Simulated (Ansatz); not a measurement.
A run of Ansatz 0.2.0 is set up as follows.

File input.yaml:

```yaml
crystal:
  lattice:
    - [-1.38371547, 1.38371547, 1.38371547]
    - [1.38371547, -1.38371547, 1.38371547]
    - [1.38371547, 1.38371547, -1.38371547]
  atoms:
    - { symbol: Ni, position: [0.0, 0.0, 0.0], spin: 1.0 }
hamiltonian:
  xc: pbe
  pseudopotentials: { kind: paw }
magnetization:
  spin_polarized: true
kpoints:
  mp_grid: { grid: [13, 13, 13] }
scf:
  occupations: { method: gaussian, width: 0.026 }
output:
  forces: true
  stress: true
  eigenvalues: true
```

Potentials or basis: Ansatz PAW.

Launch:

```console
$ ansatz run input.yaml --threads 2 --pin off --max-ram 5632MiB --backend cpu --events-out ev --progress --plain --runs-dir out
```

Problem. What does it give for the pressure?

Solution. 7.7 GPa.

Problem. What does it give for the site moments?

Solution. Ni +0.62 μB.
